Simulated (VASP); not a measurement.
# HF in VASP: further runs

The runs below take HF through single point, molecular dynamics, with PBEsol.

Everything below comes from runs of VASP 6.6.1. Logs are shortened: lines on timing, memory, paths and dates and some standing lists are left out, and cuts for length are marked.

### Step 1. Starting point

The cell holds a amorphous, 12 atoms: a = 5.887 Å, b = 5.887 Å, c = 5.887 Å, α = 90.00°, β = 90.00°, γ = 90.00°.

The cell was built by a generator and needn't be a form met in nature.

### Step 2. Single point, PBEsol

Contents of INCAR:

```
SYSTEM = HF
PREC = Accurate
ENCUT = 520
EDIFF = 1E-6
ISMEAR = -1
SIGMA = 0.02
LREAL = .FALSE.
LASPH = .TRUE.
NELM = 60
ALGO = Fast
ISIF = 2
LWAVE = .FALSE.
LCHARG = .FALSE.
GGA = PS
NBANDS = 36
```

Contents of KPOINTS:

```
regular mesh
0
G
  1 1 1
  0 0 0
```

Contents of POSCAR:

```
HF
1.0
    5.8867650000      0.0000000000      0.0000000000
    0.0000000000      5.8867650000      0.0000000000
    0.0000000000      0.0000000000      5.8867650000
F H
6 6
Direct
   -0.1309547774     -0.3932890136      0.8940224385
    0.5975947740      0.3681138962      0.8505010817
    0.0278421170      0.3002667849      0.6183192297
    0.2094189253      0.3819075502      0.2811731061
    0.7824331360      0.1822393114      0.1866390114
    0.4608303542      1.0552654981      0.3899764981
   -0.3010651861     -0.4313404731      0.8728563141
    0.4696467415      0.3580574390      0.9671355999
   -0.0905590762      0.2552845238      0.7156562221
    0.0860234781      0.3051761027      0.3142133243
    0.6620444336      0.1324836307      0.2763317374
    0.4977946291      0.9680359247      0.5227658994
```

Potentials or basis: VASP PAW PBE potentials, release 64 (F, H).

Command:

```
$ cat potpaw_PBE.64/F/POTCAR potpaw_PBE.64/H/POTCAR > POTCAR
$ mpirun -np 1 vasp_gam > vasp.out
```

OUTCAR:

```text
SYSTEM = HF
   PREC = Accurate
   ENCUT = 520
   EDIFF = 1E-6
   ISMEAR = -1
   LREAL = .FALSE.
   LASPH = .TRUE.
   NELM = 60
   ISIF = 2
   GGA = PS

 ion  position               nearest neighbor table
   1  0.869  0.607  0.894-   7 1.03
   2  0.598  0.368  0.851-   8 1.02   7 1.33
   3  0.028  0.300  0.618-   9 0.94
   4  0.209  0.382  0.281-  10 0.88
   5  0.782  0.182  0.187-  11 0.93
   6  0.461  0.055  0.390-  12 0.96
   7  0.699  0.569  0.873-   1 1.03   2 1.33
   8  0.470  0.358  0.967-   2 1.02
   9  0.909  0.255  0.716-   3 0.94
  10  0.086  0.305  0.314-   4 0.88
  11  0.662  0.132  0.276-   5 0.93
  12  0.498  0.968  0.523-   6 0.96

  LATTYP: Found a simple cubic cell.
 ALAT       =     5.8867650000

  Lattice vectors:

 A1 = (   5.8867650000,   0.0000000000,   0.0000000000)
 A2 = (   0.0000000000,   5.8867650000,   0.0000000000)
 A3 = (   0.0000000000,   0.0000000000,   5.8867650000)

Analysis of symmetry for initial positions (statically):
=====================================================================
 Subroutine PRICEL returns:
 Original cell was already a primitive cell.

 Routine SETGRP: Setting up the symmetry group for a
 simple cubic supercell.

 Subroutine GETGRP returns: Found  1 space group operations
 (whereof  1 operations were pure point group operations)
 out of a pool of 48 trial point group operations.

The static configuration has the point symmetry C_1 .

Analysis of symmetry for dynamics (positions and initial velocities):
=====================================================================
 Subroutine PRICEL returns:
 Original cell was already a primitive cell.

 Routine SETGRP: Setting up the symmetry group for a
 simple cubic supercell.

 Subroutine GETGRP returns: Found  1 space group operations
 (whereof  1 operations were pure point group operations)
 out of a pool of 48 trial point group operations.

The dynamic configuration has the point symmetry C_1 .

 Subroutine INISYM returns: Found  1 space group operations
 (whereof  1 operations are pure point group operations),
 and found     1 'primitive' translations

----------------------------------------------------------------------------------------

                                     Primitive cell

  volume of cell :     204.0000

  direct lattice vectors                    reciprocal lattice vectors
     5.886765000  0.000000000  0.000000000     0.169872587  0.000000000  0.000000000
     0.000000000  5.886765000  0.000000000     0.000000000  0.169872587  0.000000000
     0.000000000  0.000000000  5.886765000     0.000000000  0.000000000  0.169872587

  length of vectors
     5.886765000  5.886765000  5.886765000     0.169872587  0.169872587  0.169872587

  position of ions in fractional coordinates (direct lattice)
     0.869045223  0.606710986  0.894022439
     0.597594774  0.368113896  0.850501082
     0.027842117  0.300266785  0.618319230
     0.209418925  0.381907550  0.281173106
     0.782433136  0.182239311  0.186639011
     0.460830354  0.055265498  0.389976498
     0.698934814  0.568659527  0.872856314
     0.469646742  0.358057439  0.967135600
     0.909440924  0.255284524  0.715656222
     0.086023478  0.305176103  0.314213324
     0.662044434  0.132483631  0.276331737
     0.497794629  0.968035925  0.522765899

  ion indices of the primitive-cell ions
   primitive index   ion index
                 1           1
                 2           2
                 3           3
                 4           4
                 5           5
                 6           6
                 7           7
                 8           8
                 9           9
                10          10
                11          11
                12          12

----------------------------------------------------------------------------------------

 KPOINTS: regular mesh

Automatic generation of k-mesh.
 Grid dimensions read from file:
 generate k-points for:    1    1    1

 Generating k-lattice:

  Cartesian coordinates                     Fractional coordinates (reciprocal lattice)
     0.169872587  0.000000000  0.000000000     1.000000000  0.000000000  0.000000000
     0.000000000  0.169872587  0.000000000     0.000000000  1.000000000  0.000000000
     0.000000000  0.000000000  0.169872587     0.000000000  0.000000000  1.000000000

  Length of vectors
     0.169872587  0.169872587  0.169872587

  Shift w.r.t. Gamma in fractional coordinates (k-lattice)
     0.000000000  0.000000000  0.000000000

 Subroutine IBZKPT returns following result:
 ===========================================

 Found      1 irreducible k-points:

 Following reciprocal coordinates:
            Coordinates               Weight
  0.000000  0.000000  0.000000      1.000000
   k-points           NKPTS =      1   k-points in BZ     NKDIM =      1   number of bands    NBANDS=     36
   number of dos      NEDOS =    301   number of ions     NIONS =     12
   total plane-waves  NPLWV = 110592
   dimension x,y,z NGX =    48 NGY =   48 NGZ =   48
   dimension x,y,z NGXF=    96 NGYF=   96 NGZF=   96
   ions per type =               6   6
   NGX,Y,Z   is equivalent  to a cutoff of  13.56, 13.56, 13.56 a.u.
   NGXF,Y,Z  is equivalent  to a cutoff of  27.11, 27.11, 27.11 a.u.
 SYSTEM =  HF
   PREC   = accura    normal or accurate (medium, high low for compatibility)
   ISTART =      0    job   : 0-new  1-cont  2-samecut
   ICHARG =      2    charge: 1-file 2-atom 10-const
   ISPIN  =      1    spin polarized calculation?
   LNONCOLLINEAR =      F non collinear calculations
   LSORBIT =      F    spin-orbit coupling
   LASPH  =      T    aspherical Exc in radial PAW
   ENCUT  =  520.0 eV  38.22 Ry    6.18 a.u.  10.95 10.95 10.95*2*pi/ulx,y,z
   NELM   =     60;   NELMIN=  2; NELMDL= -5     # of ELM steps
   EDIFF  = 0.1E-05   stopping-criterion for ELM
   LREAL  =      F    real-space projection
   EDIFFG = 0.1E-04   stopping-criterion for IOM
   NSW    =      0    number of steps for IOM
   IBRION =     -1    ionic relax: 0-MD 1-quasi-New 2-CG
   NFREE  =      0    steps in history (QN), initial steepest desc. (CG)
   ISIF   =      2    stress and relaxation
   ISYM   =      2    0-nonsym 1-usesym 2-fastsym
   POTIM  = 0.5000    time-step for ionic-motion
   TEBEG  =    0.0;   TEEND  =   0.0 temperature during run
   PSTRESS=    0.0 pullay stress
   NELECT =      48.0000    total number of electrons
   NUPDOWN=      -1.0000    fix difference up-down
   EMIN   =  10.00;   EMAX   =-10.00  energy-range for DOS
   EFERMI =   0.00;   METHOD = LEGACY
   ISMEAR =    -1;   SIGMA  =   0.02  broadening in eV -4-tet -1-fermi 0-gaus
   EFERMI_NEDOS =   21; number of points for ismear=-14 and -15
   IALGO  =     68    algorithm
   IMIX   =      4    mixing-type and parameters
     AMIX     =   0.40;   BMIX     =  1.00
     AMIX_MAG =   1.60;   BMIX_MAG =  1.00
  volume/ion in A,a.u.               =      17.00       114.72
  Fermi-wavevector in a.u.,A,eV,Ry     =   1.010676  1.909900 13.897884  1.021466
  Thomas-Fermi vector in A             =   2.143679
   LORBIT       =      0    0 simple, 1 ext, 2 COOP (PROOUT), +10 PAW based schemes
   GGA     = PS    functional components
   LHFCALC =     F    Hartree Fock is set to
   AEXX    =    0.0000 exact exchange contribution
   IVDW    =     0    specifies the selected vdW correction
   LEPSILON=     F    determine dielectric tensor
   LRPA    =     F    only Hartree local field effects (RPA)
 non-spin polarized calculation
 RMM-DIIS sequential band-by-band and
  energy-cutoff  :      520.00
  volume of cell :      204.00
 maximum number of plane-waves:      2725
 NGX is ok and might be reduce to    42
   NGX = 21   NGY = 21   NGZ = 21

 number of electron      48.0000008 magnetization

 Free energy of the ion-electron system (eV)
  ---------------------------------------------------
  ext. energy  EPLUGINS =         0.00000000
  ---------------------------------------------------
  free energy    TOTEN  =       -47.58154428 eV

  energy without entropy =      -47.58154428  energy(sigma->0) =      -47.58154428

 E-fermi :  -5.1631     XC(G=0):  -5.4107

 val. band max:       -5.6870015800   @ k =   0.0000   0.0000   0.0000
 cond. band min:      -0.5628088217   @ k =   0.0000   0.0000   0.0000
 fundamental gap:      5.1241927582
 Fermi energy:        -5.1630601608

 k-point     1 :       0.0000    0.0000    0.0000
  band No.  band energies     occupation
      1     -29.2947      2.00000
      2     -29.1821      2.00000
      3     -27.7089      2.00000
      4     -27.2652      2.00000
      5     -27.2079      2.00000
      6     -25.5600      2.00000
[... 28 lines left out ...]
     35       7.3723      0.00000
     36       8.0091      0.00000

------------------------ aborting loop because EDIFF is reached ----------------------------------------

  FORCE on cell =-STRESS in cart. coord.  units (eV):
  Direction    XX          YY          ZZ          XY          YZ          ZX
  --------------------------------------------------------------------------------------
  -------------------------------------------------------------------------------------
  Total        3.3342303      4.1867673      1.1079216      4.3678828     -1.2252498     -1.2349483
  in kB       26.1864170     32.8820824      8.7014076     34.3045293     -9.6228812     -9.6990512
  external PRESSURE =      22.5899690 kB  Pullay stress =       0.0000000 kB

 VOLUME and BASIS-vectors are now :
 -----------------------------------------------------------------------------
  energy-cutoff  :      520.00
  volume of cell :      204.00
      direct lattice vectors                 reciprocal lattice vectors
     5.886765000  0.000000000  0.000000000     0.169872587  0.000000000  0.000000000
     0.000000000  5.886765000  0.000000000     0.000000000  0.169872587  0.000000000
     0.000000000  0.000000000  5.886765000     0.000000000  0.000000000  0.169872587

 POSITION                                       TOTAL-FORCE (eV/Angst)
 -----------------------------------------------------------------------------------
      5.11586      3.57156      5.26290        -1.237008      1.244467     -0.084068
      3.51790      2.16700      5.00670        -4.143155     -1.310572      1.288882
      0.16390      1.76760      3.63990        -0.097756     -0.544290      0.206125
      1.23280      2.24820      1.65520         4.662394      2.900087     -2.072699
      4.60600      1.07280      1.09870         1.864463      0.623375     -1.035933
      2.71280      0.32533      2.29570        -0.124248     -0.908627      1.180953
      4.11446      3.34756      5.13830         3.072491      0.497357      0.400819
      2.76470      2.10780      5.69330         1.707673     -0.077157     -1.589326
      5.35366      1.50280      4.21290        -0.026670      0.233159      0.346778
      0.50640      1.79650      1.84970        -4.248369     -2.455041      1.114487
      3.89730      0.77990      1.62670        -1.139346     -0.540577      0.878714
      2.93040      5.69860      3.07740        -0.290469      0.337820     -0.634732
 -----------------------------------------------------------------------------------
    total drift:                                0.004998      0.002382     -0.001518

  FREE ENERGIE OF THE ION-ELECTRON SYSTEM (eV)
  ---------------------------------------------------
  free  energy   TOTEN  =       -47.5815442836 eV

  energy  without entropy=      -47.5815442836  energy(sigma->0) =      -47.58154428
```

It took 16 s on 1 thread of Intel Xeon Platinum 8375C at 2.90GHz (Ice Lake), shared host; peak memory 0.29 GiB.

Results:

```yaml
Free_energy: -47.5815 eV
Pressure: 2.3 GPa
Largest_force: 5.869 eV/Å
Band_gap_on_the_k_mesh: 5.12 eV, direct
```

Forces in eV/Å, atoms in the order of the input:
```
F   -1.237  1.244 -0.084
F   -4.143 -1.311  1.289
F   -0.098 -0.544  0.206
F    4.662  2.900 -2.073
F    1.864  0.623 -1.036
F   -0.124 -0.909  1.181
H    3.072  0.497  0.401
H    1.708 -0.077 -1.589
H   -0.027  0.233  0.347
H   -4.248 -2.455  1.114
H   -1.139 -0.541  0.879
H   -0.290  0.338 -0.635
```

Caveat: the PAW data sets were made with another functional, which shifts forces and pressure a little.

### Step 3. Single point, PBEsol

Contents of INCAR:

```
SYSTEM = HF
ALGO = Normal
EDIFF = 1E-7
ENCUT = 520
GGA = PS
ISIF = 2
ISMEAR = -1
LASPH = .True.
LCHARG = .False.
LREAL = .False.
LWAVE = .False.
NBANDS = 36
NELM = 60
PREC = Accurate
SIGMA = 0.02
```

Contents of KPOINTS:

```
k-points
0
Gamma
  1 1 1
  0 0 0
```

Contents of POSCAR:

```
HF
1.0
    5.8867650000      0.0000000000      0.0000000000
    0.0000000000      5.8867650000      0.0000000000
    0.0000000000      0.0000000000      5.8867650000
F H
6 6
Direct
   -0.1179085627     -0.3245415776      0.9181613331
    0.4865490639      0.2357661636      0.8522337821
   -0.0297107155      0.2842138254      0.6392815069
    0.1791306431      0.4737406708      0.1943172523
    0.8165265643      0.1839550245      0.1336557515
    0.5808113624      1.0364436155      0.4911695982
   -0.1903422338     -0.4727214353      0.8985240620
    0.6052560277      0.1111476337      0.8374208925
    0.0603047684      0.3778475954      0.7294668634
    0.0807234534      0.3319650096      0.1655748106
    0.8298785496      0.1755123570      0.2965465752
    0.5371031458      1.1559999422      0.5873004953
```

Potentials or basis: VASP PAW PBE potentials, release 64 (F, H).

Command:

```
$ cat potpaw_PBE.64/F/POTCAR potpaw_PBE.64/H/POTCAR > POTCAR
$ mpirun -np 1 vasp_gam > vasp.out
```

Wall time 16 s (1 thread of Intel Xeon Platinum 8375C at 2.90GHz (Ice Lake), shared host); peak memory 0.3 GiB.

It converged, with:

* Free energy: -48.1494 eV
* Pressure: -1.5 GPa
* Largest force: 3.042 eV/Å
* Band gap on the k mesh: 5.80 eV, direct

Forces on the atoms (eV/Å):
```
F   -0.777 -1.495 -0.480
F    1.810 -1.740 -0.605
F   -0.591 -0.516 -0.351
F   -1.468 -2.629 -0.431
F    0.875  0.246  0.668
F    0.592 -0.685 -0.717
H    0.370  1.530  0.334
H   -1.634  1.647  0.995
H    0.686  0.641  0.295
H    1.545  2.487  0.411
H   -0.677 -0.343 -0.353
H   -0.732  0.857  0.234
```

Stress tensor (GPa, compression positive):
```
-1.60 -0.88 -0.05
-0.88 -3.46 -0.63
-0.05 -0.63  0.63
```

Levels at points of the mesh, in eV from the valence-band top:
| k point | band 20 | band 21 | band 22 | band 23 | band 24 | band 25 | band 26 | band 27 | band 28 | band 29 |
| --- | --- | --- | --- | --- | --- | --- | --- | --- | --- | --- |
| (0.00, 0.00, 0.00) | -1.33 | -1.06 | -0.89 | -0.24 | 0.00 | 5.80 | 8.96 | 9.55 | 10.00 | 10.03 |

Caveat: the PAW data sets were made with another functional, which shifts forces and pressure a little. Expect the measured gap to be larger: semilocal functionals such as PBEsol lack the derivative discontinuity.

(Part 1 of 2 ends here.)
